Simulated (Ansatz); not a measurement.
# O interstitial in ZnO

Level of theory: PBE, no spin polarisation, scalar-relativistic; Ansatz, plane waves to 420 eV (PAW set soft_2), k-mesh 2×2×2 shifted by half a step.

The relaxed host crystal (Kohn–Sham gap 0.74 eV over the whole zone):

```
CELL_PARAMETERS angstrom
3.27939 0.00000 0.00000
-1.63969 2.84003 0.00000
0.00000 0.00000 5.29318
ATOMIC_POSITIONS crystal
Zn 0.66667 0.33333 0.50060
Zn 0.33333 0.66667 0.00060
O 0.66667 0.33333 0.87971
O 0.33333 0.66667 0.37971
```

Supercell of 36 atoms, rows of the matrix [[-1,-2,-1],[-1,1,-1],[2,1,-1]] times the cell vectors; O interstitial at (0.000, 0.000, 0.208) in fractions of the cell above. Atoms are relaxed at the host's cell, from a start shaken by 0.05 Å near the defect; charged cells sit in a uniform background.

Nearest atoms to the added O: charge 0: O 1.47 Å, Zn 1.94 Å, Zn 1.94 Å, O 2.71 Å, Zn 2.75 Å, Zn 2.76 Å, O 2.89 Å, O 2.90 Å; charge -2: O 1.48 Å, Zn 1.95 Å, Zn 1.95 Å, O 2.72 Å, Zn 2.78 Å, Zn 2.79 Å, O 2.90 Å, O 2.91 Å.

The largest move of an atom from its ideal place is 1.8 Å at charge 0, 1.8 Å at charge -2, so the cell rearranged and didn't merely relax.

```json
{"charge": "0", "gap of the cell on the mesh (eV)": "1.64", "carriers": "none in the bands"}
{"charge": "-2", "gap of the cell on the mesh (eV)": "1.20", "carriers": "in a band of the host or near its edge"}
```

On this mesh the host's own supercell has a gap of 1.98 eV.

Question: What do these numbers say about the valence and the carriers?

Answer: At charge -2 a carrier lies in a band of the host or at its edge (levels aligned by the semicore states), so it isn't shown to be bound to the defect (semilocal functionals spread carriers too far and can miss a bound one), and no level is taken from that state.

Question: Which charge does the defect take as the Fermi level crosses the gap?

Answer: No transition between neighbouring charges can be given. Lowest charge for a Fermi level at the valence band top: 0, at mid gap: 0, at the conduction band bottom: 0 (among the charges 0, -2).

Formation energy of the neutral defect: 1.86 eV, taking atoms from and to the elements' standard states (no corrections for gases), so it belongs to those chemical potentials alone.

Relaxed cell at charge 0:

```
ZnO O_i charge 0
1.0
     0.0000   -5.6801   -5.2932
    -4.9191    2.8400   -5.2932
     4.9191    2.8400   -5.2932
Zn O
18 19
Direct
  0.3584 0.0568 0.0634
  0.0688 0.3933 0.0535
  0.3957 0.7204 0.3923
  0.3987 0.3900 0.7216
  0.0655 0.0568 0.3864
  0.7321 0.6828 0.0635
  0.7323 0.3899 0.3865
  0.0655 0.7232 0.7216
  0.7402 0.0645 0.6844
  0.4494 0.4360 0.1144
  0.1113 0.7740 0.1144
  0.4498 0.1096 0.4453
  0.4551 0.7795 0.7876
  0.1203 0.4449 0.4460
  0.8024 0.1270 0.1230
  0.7851 0.7743 0.4453
  0.1143 0.1126 0.7732
  0.7881 0.4387 0.7732
  0.2524 0.9245 0.9267
  0.9465 0.2709 0.9257
  0.2705 0.5951 0.2616
  0.2713 0.2630 0.5960
  0.9368 0.9276 0.2674
  0.6001 0.5767 0.9267
  0.6030 0.2613 0.2674
  0.9384 0.5959 0.5961
  0.6022 0.9268 0.5936
  0.3264 0.3138 0.9839
  0.9892 0.6509 0.9839
  0.3230 0.9825 0.3240
  0.3274 0.6519 0.6550
  0.9948 0.3193 0.3156
  0.5918 0.9163 0.0016
  0.6579 0.6475 0.3241
  0.9997 0.9833 0.6421
  0.6587 0.3240 0.6422
  0.7190 0.0423 0.9410
```

Caveats: semilocal functionals make gaps too small, which shifts levels too; small supercell, so energies and levels can be off by tenths of an eV; one random start near the defect, so other minima are possible.
